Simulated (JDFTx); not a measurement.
**NiO in JDFTx: convergence with k mesh**

The system is NiO.

```
CELL_PARAMETERS angstrom
0.00000 2.08590 2.08590
2.08590 0.00000 2.08590
2.08590 2.08590 0.00000
ATOMIC_POSITIONS crystal
Ni 0.00000 0.00000 0.00000
O 0.50000 0.50000 0.50000
```

* Program: JDFTx 1.7.0 (patched build)
* Task: convergence study
* Functional: PBE
* Potentials or basis: SPMS-PBE-1.0 with smoothed tails
* Cutoff: 1361 eV
* Density cutoff: 10885 eV
* k mesh: 2 × 2 × 2
* Occupations: fermi-dirac, width 0.05 eV
* Spin: collinear spin, ferromagnetic start
* Starting moments: [1.0, 0.0] μB

These are the settings of the first run; the series varies k mesh, with any setting tied to it.

Hardware: 1 thread of Arm Neoverse V2 (shared host).

Q: The values tried are 2 × 2 × 2, 3 × 3 × 3, 4 × 4 × 4, 6 × 6 × 6, 7 × 7 × 7, 9 × 9 × 9, 11 × 11 × 11, 13 × 13 × 13, loosest first. From which on does the energy stay within 1 meV/atom of the tightest run that finished?

A: From 11 × 11 × 11 on.

| k mesh | energy less the tightest run, at zero smearing (meV/atom) | pressure (GPa) | absolute moment (μB) | SCF cycles | CPU time (s) | peak memory (GiB) |
| --- | --- | --- | --- | --- | --- | --- |
| 2 × 2 × 2 | -144.39 | -10.19 | 0.00 | 13 | 18 | 0.13 |
| 3 × 3 × 3 | -31.63 | -3.03 | 0.00 | 14 | 24 | 0.13 |
| 4 × 4 × 4 | -32.92 | 0.38 | 1.38 | 14 | 41 | 0.13 |
| 6 × 6 × 6 | 21.36 | -3.83 | 0.00 | 13 | 77 | 0.15 |
| 7 × 7 × 7 | not converged | - | - | - | - | - |
| 9 × 9 × 9 | 1.00 | 4.00 | 1.72 | 15 | 180 | 0.17 |
| 11 × 11 × 11 | 0.90 | 3.12 | 1.64 | 15 | 300 | 0.23 |
| 13 × 13 × 13 | 0.00 | 3.34 | 1.66 | 15 | 400 | 0.31 |

Not settled before the last step: the pressure (to 0.1 GPa), the absolute moment (to 0.02 μB). Meshes of other sizes hit other points, so gaps and Fermi surfaces needn't settle smoothly. The tightest run that finished is the yardstick and may itself not be fully converged.

Caveat, for the tightest run too: a cell with one magnetic atom can't hold antiferromagnetic order, which such compounds often take; semilocal functionals often make such compounds metallic where correlation or magnetic order opens a gap, which also shifts bond lengths.
